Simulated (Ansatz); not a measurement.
# CsPbCl3 (perovskite): other levels of theory at one geometry

Task: rerun one cell of CsPbCl3 (perovskite) with changes to the functional and spin–orbit coupling, and weigh what each level gives against its time.

Computed with Ansatz 0.2.0 (DFT at several levels, plane waves, PAW, unless a step's input says otherwise).

3 further runs of the same task are left out: 3 that didn't finish. Runs told in other sessions of the task aren't counted.

## (1) The structure to begin with

It takes space group Pm-3m (No. 221, cubic). The conventional cell has a = 5.736 Å, b = 5.736 Å, c = 5.736 Å, α = 90.00°, β = 90.00°, γ = 90.00°. Cs (site symmetry m-3m) is surrounded by 12 Cl at 4.06 Å. Around Pb (site symmetry m-3m) lie 6 Cl at 2.87 Å. Cl (site symmetry 4/mmm) has 2 Pb at 2.87 Å and 4 Cs at 4.06 Å in its first shell of neighbours.

As a file:

```xyz
5
Lattice="5.7357 0.0000 0.0000 0.0000 5.7357 0.0000 0.0000 0.0000 5.7357" Properties=species:S:1:pos:R:3 pbc="T T T"
Cs    0.0000    0.0000    0.0000
Pb    2.8678    2.8678    2.8678
Cl    0.0000    2.8678    2.8678
Cl    2.8678    2.8678    0.0000
Cl    2.8678    0.0000    2.8678
```

An earlier run at PBE left this cell at 37.738 Å³/atom and 0.00 GPa (6×6×6 mesh), mesh gap 2.21 eV.

Levels to run: PBE+SOC; r²SCAN; PBEsol; LDA; HSE06. Hardware: 4 threads of Arm Neoverse V2, shared host.

## (2) PBE+SOC

Input file input.yaml:

```yaml
crystal:
  lattice:
    - [5.7356751395, 0.0, 0.0]
    - [0.0, 5.7356751395, 0.0]
    - [0.0, 0.0, 5.7356751395]
  atoms:
    - { symbol: Cs, position: [0.0, 0.0, 0.0] }
    - { symbol: Pb, position: [0.5, 0.5, 0.5] }
    - { symbol: Cl, position: [0.0, 0.5, 0.5] }
    - { symbol: Cl, position: [0.5, 0.5, 0.0] }
    - { symbol: Cl, position: [0.5, 0.0, 0.5] }
basis:
  ecutwfc: 420
  ecutrho_ratio: 4
kpoints:
  mp_grid: { grid: [6, 6, 6] }
hamiltonian:
  xc: pbe
scf:
  occupations: { method: gaussian, width: 0.05 }
output:
  forces: true
  stress: true
  eigenvalues: true
  populations: true
  dos: { projected: true, de: 0.02 }
  write_density: true
  write_potential: true
  elf: true
  volumetric_format: npy
magnetization:
  noncollinear: true
  spin_orbit: true
```

Launch:

```
$ ansatz run input.yaml --threads 4 --pin off --max-ram 7168MiB --backend cpu --events-out ev --progress --plain --runs-dir out
```

Further steps of the session: r²SCAN; PBEsol; LDA; HSE06.

What does the calculation give? Wanted: for each run, gap less HSE06's; pressure.

The runs gave:

| level | mesh | gap on the mesh (eV) | gap less HSE06's (eV) | pressure (GPa) | time |
| --- | --- | --- | --- | --- | --- |
| PBE | 6×6×6 | 2.21 | -0.72 | 0.0 | 15 s* |
| LDA | 6×6×6 | 2.01 | -0.92 | -2.6 | 2.1 s |
| PBEsol | 6×6×6 | 2.08 | -0.84 | -1.3 | 2.1 s |
| PBE+SOC | 6×6×6 | 0.98 | -1.95 | -0.1 | 17 s* |
| r²SCAN | 6×6×6 | 2.59 | -0.33 | -0.8 | 5 s |
| HSE06 | 4×4×4 | 2.93 | 0 | -0.3 | 34 s |

Times are on 4 threads of Arm Neoverse V2, shared host. * Includes bands or densities of states.

The pressure runs from -2.6 GPa (LDA) to 0.0 GPa (PBE); a negative pressure means that level wants a smaller cell, a positive one a larger cell. The gap is widest with HSE06 (2.93 eV) and narrowest with PBE+SOC (0.98 eV). Spin–orbit coupling alone moves the gap by -1.23 eV. Taking HSE06 as the top rung, r²SCAN comes nearest in gap (-0.33 eV) at 19 s of CPU time against 2 min; the meshes differ, and the hybrid has no spin–orbit coupling. Total energies of different levels have different zeros and can't be compared.
